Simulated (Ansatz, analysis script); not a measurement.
# Magnetovolume effects in a free-standing triangular Ni monolayer, spacing 2.356 Å

Aim: follow the moments and energy of a free-standing triangular Ni monolayer, spacing 2.356 Å as the cell is scaled, from three starts.

Program: Ansatz 0.2.0. Level of theory: PBE, PAW set soft_1. Results are calculated unless marked as measured.

## Step 1: Set-up

The cell holds 1 atom: 1 Ni. Cell: a = 2.356 Å, b = 2.356 Å, c = 14.000 Å, α = 90.0°, β = 90.0°, γ = 120.0°. An idealised lattice of chosen spacing, in vacuum. Vacuum lies along c.

## Step 2: The collinear state

The work starts on two spin channels, which tell the size of the moments.

File input.yaml:

```yaml
crystal:
  lattice:
    - [2.356, 0.0, 0.0]
    - [-1.178, 2.040356, 0.0]
    - [0.0, 0.0, 14.0]
  atoms:
    - { symbol: Ni, position: [0.0, 0.0, 0.5], spin: 1.0 }
magnetization:
  spin_polarized: true
kpoints:
  mp_grid: { grid: [21, 21, 1] }
hamiltonian:
  xc: pbe
  pseudopotentials: { kind: paw, azcp: { folder: soft_1 } }
scf:
  occupations: { method: fermi_dirac, width: 0.05 }
  max_iter: 120
  convergence: { dr2_threshold: 1.0e-08 }
  lower_state_search: "off"
```

The run is started by

```
> ansatz run input.yaml --threads 2 --pin off --max-ram 5120MiB --backend cpu --events-out ev --progress --plain --runs-dir out
```

Numbers of over 12 decimals in the logs are rounded to 6 here.

Output:

```text
Engine: ansatz 0.2.0, x86_64-unknown-linux-gnu
Pseudopotentials: kind: paw
Pseudopotential: Ni, paw, valence charge 18, recommended cutoff 420 eV (normal), soft_1/Ni.paw.azcp
Functional definition: PBE
  parameter kappa = 0.804
  parameter beta = 0.066725
  exchange = pbe_x(kappa = kappa, mu = beta*pi^2/3)
  correlation = pbe_c(beta = beta)
Crystal: 1 atoms, lattice volume = 67.299 Å³
Basis set: ecut = 420 eV, 1271 PW (Γ)
Bands: 14, of which v1, the nominal top of the filled ones, is band 9 counted from 1 (8 counted from 0)
Symmetry: 24 space group operations
Space group: P6/mmm (ITA 191), of the structure as read, at distance tolerance 4.1e-5 Å
Magnetic group: BNS 191.233 (UNI 1463), of the structure as read, at distance tolerance 4.1e-5 Å
k-points: 48 of 441
Non-local potential: Ni, projectors of the file, l = 0: 3, l = 1: 2, l = 2: 3, l = 3: 1
PAW form: soft (Blöchl's): semilocal exchange-correlation on the pseudo side does not see the compensation charge
PAW one-centre angular grid: Ni, 590 points (default); XC on 64 Gauss nodes
Initial density: superposition of atomic densities (neutral atoms: chi_scale 0, normalization atom)
Starting moments: Σ|m| = 1 μB on 1 of 1 site
Initial wavefunctions: pseudopotential atomic-orbital guess
Functional: x = pbe(κ = 0.804, μ = 0.219515), c = pbe(β = 0.066725)
SCF iter   1: F=—  HF=-5839.017811 eV  |F-HF|=—  |Δ(HF+E_count)|=         —  Δρ=3.83e-2 (↑2.37e-2 ↓3.83e-2)  dr2=2.28e0  dr2_m=4.36e-2  M=0.751 μB ∫|m|=0.759 μB  β_m=0.30  ethr=3.10e-3  ⟨swp⟩=6.0  Hψ=7943  notcnv=0
preconditioner: auto → LDOS  [metal: Δε(μ)=0.007 eV  Ē_g=11.263 eV  σ=0.050 eV  W_gap=0.03  n_scr=8 (ndim 8)  ℏωp=14.3 eV  f_vac=0.699  D(μ)=3.73/eV (n_scr^D=32)]
spin=Collinear: LDOS preconditioning applied to the charge; magnetization (m = ρ↑ − ρ↓) channel mixes plain (no charge-response kernel on spin).
SCF iter   2: F=—  HF=-5838.710210 eV  |F-HF|=—  |Δ(HF+E_count)|=   3.08e-1  Δρ=1.65e-2 (↑1.14e-2 ↓1.65e-2)  dr2=6.67e-1  dr2_m=1.06e-2  M=0.762 μB ∫|m|=0.795 μB  β_m=0.30  ethr=3.10e-3  ⟨swp⟩=3.4  Hψ=3032  notcnv=0  defer=47
SCF iter   3: F=—  HF=-5838.555333 eV  |F-HF|=—  |Δ(HF+E_count)|=   1.55e-1  Δρ=7.53e-3 (↑5.98e-3 ↓7.53e-3)  dr2=1.48e-1  dr2_m=5.07e-3  M=0.762 μB ∫|m|=0.826 μB  β_m=0.30  ethr=3.10e-3  ⟨swp⟩=2.6  Hψ=1830  notcnv=0  defer=47
SCF iter   4: F=—  HF=-5838.522229 eV  |F-HF|=—  |Δ(HF+E_count)|=   3.31e-2  Δρ=4.89e-3 (↑2.77e-3 ↓4.89e-3)  dr2=6.22e-3  dr2_m=5.78e-3  M=0.768 μB ∫|m|=0.857 μB  β_m=1.00  ethr=8.21e-4  ⟨swp⟩=3.6  Hψ=2382  notcnv=0  defer=47
SCF iter   5: F=—  HF=-5838.545749 eV  |F-HF|=—  |Δ(HF+E_count)|=   2.35e-2  Δρ=2.41e-3 (↑1.61e-3 ↓2.41e-3)  dr2=9.49e-4  dr2_m=1.69e-3  M=0.765 μB ∫|m|=0.887 μB  β_m=1.00  ethr=3.46e-5  ⟨swp⟩=3.2  Hψ=2867  notcnv=0  defer=44
SCF iter   6: F=—  HF=-5838.550697 eV  |F-HF|=—  |Δ(HF+E_count)|=   4.95e-3  Δρ=1.17e-3 (↑5.22e-4 ↓1.17e-3)  dr2=1.94e-4  dr2_m=3.11e-4  M=0.765 μB ∫|m|=0.900 μB  β_m=1.00  ethr=5.27e-6  ⟨swp⟩=2.5  Hψ=2641  notcnv=0  defer=43
SCF iter   7: F=—  HF=-5838.553941 eV  |F-HF|=—  |Δ(HF+E_count)|=   3.24e-3  Δρ=8.91e-4 (↑3.81e-4 ↓8.91e-4)  dr2=1.51e-4  dr2_m=9.79e-5  M=0.767 μB ∫|m|=0.908 μB  β_m=0.30  ethr=1.08e-6  ⟨swp⟩=2.4  Hψ=2469  notcnv=0  defer=43
Mixer restart at iter 7: flushing history
spin-set hold released at iteration 7 (site moments contracting): the magnetisation degrees of freedom join the quasi-Newton model from the next iteration; the mixer history was flushed
SCF iter   8: F=—  HF=-5838.556397 eV  |F-HF|=—  |Δ(HF+E_count)|=   2.46e-3  Δρ=8.74e-4 (↑3.89e-4 ↓8.74e-4)  dr2=9.86e-5  dr2_m=1.38e-4  M=0.768 μB ∫|m|=0.911 μB  β_m=0.59  ethr=8.38e-7  ⟨swp⟩=2.0  Hψ=2026  notcnv=0  defer=42
SCF iter   9: F=—  HF=-5838.559508 eV  |F-HF|=—  |Δ(HF+E_count)|=   3.11e-3  Δρ=6.26e-4 (↑7.71e-5 ↓6.26e-4)  dr2=1.33e-4  dr2_m=7.01e-5  M=0.771 μB ∫|m|=0.923 μB  β_m=0.73  ethr=5.48e-7  ⟨swp⟩=2.7  Hψ=2640  notcnv=0  defer=41
SCF iter  10: F=—  HF=-5838.559533 eV  |F-HF|=—  |Δ(HF+E_count)|=   2.56e-5  Δρ=5.15e-4 (↑5.15e-4 ↓3.80e-4)  dr2=2.91e-4  dr2_m=3.11e-6  M=0.770 μB ∫|m|=0.924 μB  β_m=0.60  ethr=5.48e-7  ⟨swp⟩=2.1  Hψ=2643  notcnv=0  defer=40
SCF iter  11: F=—  HF=-5838.559498 eV  |F-HF|=—  |Δ(HF+E_count)|=   3.52e-5  Δρ=1.50e-4 (↑1.50e-4 ↓4.48e-5)  dr2=1.26e-5  dr2_m=2.02e-6  M=0.771 μB ∫|m|=0.924 μB  β_m=0.74  ethr=5.48e-7  ⟨swp⟩=2.1  Hψ=2106  notcnv=0  defer=40
SCF iter  12: F=—  HF=-5838.559498 eV  |F-HF|=—  |Δ(HF+E_count)|=   2.82e-7  Δρ=5.47e-5 (↑5.47e-5 ↓8.63e-6)  dr2=1.04e-6  dr2_m=4.93e-7  M=0.771 μB ∫|m|=0.925 μB  β_m=0.84  ethr=7.01e-8  ⟨swp⟩=1.6  Hψ=1501  notcnv=0  defer=40
SCF iter  13: F=—  HF=-5838.559501 eV  |F-HF|=—  |Δ(HF+E_count)|=   3.21e-6  Δρ=1.01e-5 (↑1.01e-5 ↓7.25e-6)  dr2=8.97e-8  dr2_m=8.81e-9  M=0.771 μB ∫|m|=0.925 μB  β_m=0.86  ethr=5.77e-9  ⟨swp⟩=1.9  Hψ=1616  notcnv=0  defer=39
iter 14 met the thresholds in force, and the SCF goes on: an eigenvalue changes by 0.27 meV, over its tolerance of 0.16 meV (output.eigenvalues, Limitations)
SCF iter  14: F=-5838.559501 eV  HF=-5838.559501 eV  |F-HF|=1.11e-9  |Δ(HF+E_count)|=   1.30e-8  Δρ=1.14e-6 (↑1.14e-6 ↓1.02e-6)  dr2=1.42e-9  dr2_m=6.73e-11  M=0.771 μB ∫|m|=0.925 μB  β_m=0.88  ethr=5.56e-11  ⟨swp⟩=2.0  Hψ=4235  notcnv=0
SCF iter  15: F=-5838.559501 eV  HF=-5838.559501 eV  |F-HF|=1.46e-11  |Δ(HF+E_count)|=  2.47e-10  Δρ=1.41e-7 (↑2.92e-8 ↓1.41e-7)  dr2=6.98e-12  dr2_m=3.31e-12  M=0.771 μB ∫|m|=0.925 μB  ethr=7.90e-12  ⟨swp⟩=1.2  Hψ=3559  notcnv=0
SCF 1 converged in 15 iterations: F = -5838.559501 eV  dr2 = 6.98e-12
  greatest PAW one-centre occupation: 1.001 electrons in one spin orbital (limit 2), on the Ni atom at site 0 (counted from 0), in its partial waves of l = 1
SCF converged after 15 iterations
an eigenvalue changed by more than its tolerance at an iteration that met the thresholds in force, so the SCF went on 1 time: the last check found none over its tolerance
Magnetization: 0.7707 μB (9.3854 up, 8.6146 down)
Absolute magnetization: 0.9259 μB (∫|ρ↑−ρ↓|, with the PAW one-centre terms)
Spin contamination: 0.0200 ħ² per cell (⟨S²⟩ above its minimum at these occupations)
Per-site moments (μB) at R_I (Å): [(0.842384, 0.971850)]
Free energy (F): -5838.559501 eV
Harris-Foulkes:  -5838.559501 eV  (|F-HF|=1.46e-11)
Internal energy: -5838.545209 eV  (E = F + TS)
E sigma→0 (E₀):  -5838.552355 eV
Entropy (-TS):   -0.014292 eV (-14.292 meV/atom)
Fermi energy:    -1.614825 eV
--- Per-component energies (eV) ---
  E_band       = -632.988786
  E_kinetic    = 337.648484
  E_local      = -14358.241498  (includes V_loc(G=0)·N_el)
  E_nonlocal   = -115.035912
  E_hartree    = 7124.430823
  E_xc         = -111.037029
  E_vxc        = -143.068149  (∫ρ·V_xc dr)
  E_paw        = -1658.946325  (= ΣΔE_a)
  E_vpaw       = -603.153927  (= ΣTr[D̂ρ^β])
  E_aug_tail   = 0.000853  (compensation charges beyond the density's cutoff)
  E_ewald      = 2942.635395
  E_smearing   = -0.014292  (= −TS)
  E_closure    = -0.000000  (closes the sum)
  Σ components = -5838.559501   (vs F -5838.559501, Δ=0.00e0)
```

Wall time 3.3 s (2 threads of Intel Xeon Platinum 8488C (Sapphire Rapids), shared host); peak memory 0.37 GiB; 4.9 s of CPU time.

In the SCF lines HF is the Harris–Foulkes energy and dr2 the Hartree energy of the density residual, in eV; the loop may stop once dr2 is under the threshold and the program's other checks hold. Hψ counts applications of the Hamiltonian.

Spin moment in the atom's sphere by atom:

```tsv
atom	spin moment in the atom's sphere (μB)
Ni1	0.842
```

The run ends ferromagnetic, with a net moment of 0.771 μB a cell. With one Ni atom carrying the moment, parallel order of its images is forced by the cell, not found.

## Step 3: Denser mesh

Levels at the Fermi energy are partly filled, so moments and energy differences can hang on the k-mesh, and the state is solved again on a denser one.

input.yaml, the sections that differ from step 2:

```yaml
crystal:
  lattice:
    - [2.356, 0.0, 0.0]
    - [-1.178, 2.040356, 0.0]
    - [0.0, 0.0, 14.0]
  atoms:
    - { symbol: Ni, position: [0.0, 0.0, 0.5], spin: 0.84 }
kpoints:
  mp_grid: { grid: [26, 26, 1] }
basis:
  ecutwfc: 420.0
checkpoint:
  read: start
  write: ck
  compress: false
  write_wavefunctions: false
  write_every: 100000
# magnetization, hamiltonian, scf: as in step 2
```

Output:

```text
[...]
SCF converged after 8 iterations
[...]
Magnetization: 0.8012 μB (9.4006 up, 8.5994 down)
Absolute magnetization: 0.9561 μB (∫|ρ↑−ρ↓|, with the PAW one-centre terms)
[...]
Per-site moments (μB) at R_I (Å): [(0.872592, 0.971850)]
Free energy (F): -5838.559567 eV
[...]
Internal energy: -5838.544679 eV  (E = F + TS)
E sigma→0 (E₀):  -5838.552123 eV
Entropy (-TS):   -0.014888 eV (-14.888 meV/atom)
Fermi energy:    -1.639661 eV
[...]
```

Run time: 2.5 s. Hardware: 2 threads; peak memory 0.41 GiB.

Spin moment in the atom's sphere by atom:

```tsv
atom	spin moment in the atom's sphere (μB)
Ni1	0.873
```

The run ends ferromagnetic, with a net moment of 0.801 μB a cell, against 0.771 μB on the first mesh.

The cell's area in the plane is scaled by the factor named; fractional positions stay, and energies count from the lowest run.

## Step 4: Factor 0.8, typed moments

Three starts at each size show whether high-spin, low-spin and non-magnetic states coexist. One mesh, built for the smallest cell, and one cutoff serve all sizes, so that energies can be subtracted.

input.yaml, the sections that differ from step 3:

```yaml
crystal:
  lattice:
    - [2.10727046, 0.0, 0.0]
    - [-1.05363523, 1.82494989, 0.0]
    - [0.0, 0.0, 14.0]
  atoms:
    - { symbol: Ni, position: [0.0, 0.0, 0.5], spin: 1.0 }
kpoints:
  mp_grid: { grid: [28, 28, 1] }
output:
  stress: true
# magnetization, hamiltonian, scf, basis: as in step 3
# checkpoint: removed
```

The run is started by

```
> ansatz run input.yaml --threads 1 --pin off --max-ram 2560MiB --backend cpu --events-out ev --progress --plain --runs-dir out
```

Output:

```text
Warning: crystal.lattice misses the space group found at crystal.symmetry.tolerance 1.0e-5 in a digit that the deck types, which is why this is a warning: making the lattice exact moves one of its numbers by a whole unit of that number's last typed decimal, or more. The operation that it misses by the most changes a squared length by the fraction 1.32e-7. The run uses the lattice that is a stretch of the typed one, w [...]
Warning: output.stress: scf.convergence.dr2_threshold = 1e-8 eV is looser than the 1e-10 eV advised for a printed stress (1e-10 eV for each atom of the cell: 1). What an SCF threshold leaves in a stress goes as its square root, and in the free energy as the threshold itself, and one threshold admits the most on a small cell: [figures from the program's tests cut] Set scf.convergence.dr2_threshold to 1e-10 eV or tighter. The threshold is an SCF's pass mark: one that does not reach it within its budget of iterations ends unconverged, or closes short of it on a stop that the run arms, and scf.convergence.dr2_threshold's page says what that costs each kind of run
[...]
Crystal: 1 atoms, lattice volume = 53.839 Å³
Basis set: ecut = 420 eV, 1091 PW (Γ)
Bands: 14, of which v1, the nominal top of the filled ones, is band 9 counted from 1 (8 counted from 0)
Symmetry: 24 space group operations
[...]
k-points: 80 of 784
[...]
Starting moments: Σ|m| = 1 μB on 1 of 1 site
[...]
SCF iter   1: F=—  HF=-5838.379748 eV  |F-HF|=—  |Δ(HF+E_count)|=         —  Δρ=4.47e-2 (↑1.64e-2 ↓4.47e-2)  dr2=1.97e0  dr2_m=1.54e-1  M=0.617 μB ∫|m|=0.629 μB  β_m=0.30  ethr=3.10e-3  ⟨swp⟩=6.7  Hψ=13924  notcnv=0
[...]
SCF iter  14: F=-5837.901867 eV  HF=-5837.901867 eV  |F-HF|=1.73e-11  |Δ(HF+E_count)|=   1.19e-9  Δρ=9.91e-8 (↑9.91e-8 ↓7.59e-8)  dr2=2.07e-12  dr2_m=3.07e-12  M=0.550 μB ∫|m|=0.649 μB  ethr=5.10e-11  ⟨swp⟩=3.2  Hψ=7976  notcnv=0
SCF 1 converged in 14 iterations: F = -5837.901867 eV  dr2 = 2.07e-12
[...]
SCF converged after 14 iterations
[...]
Magnetization: 0.5504 μB (9.2752 up, 8.7248 down)
Absolute magnetization: 0.6491 μB (∫|ρ↑−ρ↓|, with the PAW one-centre terms)
[...]
Per-site moments (μB) at R_I (Å): [(0.594043, 0.869249)]
Free energy (F): -5837.901867 eV
[...]
Internal energy: -5837.889507 eV  (E = F + TS)
E sigma→0 (E₀):  -5837.895687 eV
Entropy (-TS):   -0.012360 eV (-12.360 meV/atom)
Fermi energy:    -0.953115 eV
[...]
--- Stress (GPa, compression-positive) ---
       20.253029       0.000000       0.000000
        0.000000      20.253029      -0.000000
        0.000000      -0.000000      -0.001022
  P = ⅓ Tr σ = 13.5017 GPa (135.017 kbar)
```

Run time: 6.9 s. Hardware: 1 thread; peak memory 0.41 GiB.

It ends ferromagnetic, with 0.594 μB on the largest site.

## Step 5: Factor 0.8, starting moments cut to 30 %

The density is converged from the given moments; the state reached depends on that start.

input.yaml: that of step 4 with these lines changed.

```diff
@@ -6,3 +6,3 @@
   atoms:
-    - { symbol: Ni, position: [0.0, 0.0, 0.5], spin: 1.0 }
+    - { symbol: Ni, position: [0.0, 0.0, 0.5], spin: 0.3 }
 magnetization:
```

Output:

```text
[...]
Crystal: 1 atoms, lattice volume = 53.839 Å³
Basis set: ecut = 420 eV, 1091 PW (Γ)
Bands: 14, of which v1, the nominal top of the filled ones, is band 9 counted from 1 (8 counted from 0)
Symmetry: 24 space group operations
[...]
k-points: 80 of 784
[...]
Internal energy: -5837.889507 eV  (E = F + TS)
E sigma→0 (E₀):  -5837.895687 eV
Entropy (-TS):   -0.012360 eV (-12.360 meV/atom)
Fermi energy:    -0.953084 eV
[...]
--- Stress (GPa, compression-positive) ---
       20.253038       0.000000      -0.000000
        0.000000      20.253038       0.000000
       -0.000000       0.000000      -0.001044
  P = ⅓ Tr σ = 13.5017 GPa (135.017 kbar)
[key lines of the parts left out:]
SCF converged after 17 iterations
Magnetization: 0.5504 μB (9.2752 up, 8.7248 down)
Free energy (F): -5837.901867 eV
```

Elapsed: 7.2 s, on 1 thread; peak memory 0.4 GiB.

It ends ferromagnetic, with 0.594 μB on the largest site.

## Step 6: Factor 0.94, typed moments

A self-consistent run from these starting moments shows which magnetic state they lead to.

input.yaml, the sections that differ from step 5:

```yaml
crystal:
  lattice:
    - [2.28422675, 0.0, 0.0]
    - [-1.14211337, 1.97819854, 0.0]
    - [0.0, 0.0, 14.0]
  atoms:
    - { symbol: Ni, position: [0.0, 0.0, 0.5], spin: 1.0 }
# magnetization, kpoints, hamiltonian, scf, basis, output: as in step 5
```

Output:

```text
[...]
Crystal: 1 atoms, lattice volume = 63.261 Å³
Basis set: ecut = 420 eV, 1235 PW (Γ)
Bands: 14, of which v1, the nominal top of the filled ones, is band 9 counted from 1 (8 counted from 0)
Symmetry: 24 space group operations
[...]
k-points: 80 of 784
[...]
Internal energy: -5838.503152 eV  (E = F + TS)
E sigma→0 (E₀):  -5838.510716 eV
Entropy (-TS):   -0.015127 eV (-15.127 meV/atom)
Fermi energy:    -1.479569 eV
[...]
--- Stress (GPa, compression-positive) ---
        3.505578      -0.000000       0.000000
        0.000000       3.505578       0.000000
        0.000000       0.000000      -0.000546
  P = ⅓ Tr σ = 2.3369 GPa (23.369 kbar)
[key lines of the parts left out:]
SCF converged after 20 iterations
Magnetization: 0.8043 μB (9.4021 up, 8.5979 down)
Free energy (F): -5838.518279 eV
```

Run time: 8.6 s. Hardware: 1 thread; peak memory 0.42 GiB.

It ends ferromagnetic, with 0.863 μB on the largest site.

Between step 4 and this run (scale 0.94) the value for the largest spin moment in the atom's sphere moves from 0.594 μB to 0.863 μB (+45 %).

(Continued in part 2 of 2.)

[Logs and program files are shortened in this print: banners, set-up blocks, solver, clock and traceback lines can be left out without a mark of their own.]

[Logs are printed without paths, hosts, clocks, repeated set-up lines and the standing remarks that a program may print on its own settings, such as how far it seeks lower states.]

[Hosts, paths, dates, database ids (printed as entryN), source tags and the programs' standing remarks are cut or masked in the printed files.]

[Where the input sets lower_state_search to off, the program did not look for lower states, so one may exist.]
